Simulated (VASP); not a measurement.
Write the native input for VASP 6.6.1 that does the following.

```yaml
Task: relaxation of cell and atoms
Functional: TPSS
Potentials_or_basis: VASP PAW PBE potentials, release 64 (Ni, O)
Cutoff: 600 eV
k_mesh: 11 × 11 × 11
Occupations: gaussian, width 0.05 eV
Spin: collinear spin, ferromagnetic start
Starting_moments: "[1.0, 0.0] μB"
Further_INCAR_settings: ALGO = Normal; EDIFF = 1e-06; IBRION = 2; EDIFFG = -0.02; NSW = 40; ISIF = 3
```

The structure of NiO lies in POSCAR:

```
NiO
1.0
    0.0000000000      2.0621708800      2.0621708800
    2.0621708800      0.0000000000      2.0621708800
    2.0621708800      2.0621708800      0.0000000000
Ni O
1 1
Direct
    0.0000000000      0.0000000000      0.0000000000
    0.7500000000      0.7500000000      0.7500000000
```

The cell was built by a generator and needn't be a form met in nature.

One way to write it, as run:

INCAR

```
SYSTEM = NiO
PREC     = Accurate       ! precision mode
ENCUT    = 600            ! plane-wave cutoff, eV
EDIFF    = 1E-6           ! SCF threshold, eV
ISMEAR   = 0              ! smearing method
SIGMA    = 0.05           ! smearing width, eV
LREAL    = .False.        ! projectors in reciprocal space
LASPH    = .True.         ! aspherical terms in the spheres
NELM     = 120            ! most SCF steps
ALGO     = Normal         ! electronic algorithm
ISIF     = 3              ! what is computed and relaxed
LWAVE    = .False.        ! write WAVECAR
LCHARG   = .False.        ! write CHGCAR
ISPIN    = 2              ! spin polarisation
MAGMOM   = 1 0            ! initial moments
LORBIT   = 11             ! projections on sites
LMAXMIX  = 4              ! l up to which the mixer works
METAGGA  = TPSS           ! meta-GGA
LMIXTAU  = .True.       
IBRION   = 2              ! ionic algorithm
NSW      = 40             ! ionic steps
EDIFFG   = -0.02          ! ionic threshold
```

KPOINTS

```
regular mesh
0
Gamma
  11 11 11
  0 0 0
```

Potentials or basis: VASP PAW PBE potentials, release 64 (Ni, O).

Command:

```bash
$ cat potpaw_PBE.64/Ni/POTCAR potpaw_PBE.64/O/POTCAR > POTCAR
$ mpirun -np 1 vasp_std > vasp.out
```

It gave:

The relaxed volume is 11.20 Å³/atom, the relaxed cell is a = 3.164 Å, b = 3.164 Å, c = 3.164 Å, α = 60.00°, β = 60.00°, γ = 60.00° and the space group after relaxing (to 0.05 Å) is F-43m (No. 216). The energy gained by relaxing is 386.1 meV/atom. The ionic steps are 4 and the pressure after relaxing is -0.1 GPa. The band gap on the k mesh is none (metal or under the smearing width). The net moment is 2.00 μB per cell. The site moments are Ni +1.58; O +0.36 μB and the valence electrons inside the program's atomic spheres are Ni 9.08; O 4.96.

Caveat: the volume moved by over 15 % at a fixed basis, so the end points are rough; the PAW data sets were made with another functional, which shifts forces and pressure a little; a cell with one magnetic atom can't hold antiferromagnetic order, which such compounds often take; semilocal functionals often make such compounds metallic where correlation or magnetic order opens a gap, which also shifts bond lengths.

Run time: 4 min on 1 thread of Intel(R) Xeon(R) Platinum 8488C (Sapphire Rapids), with other jobs on the host, peak memory 0.18 GiB.
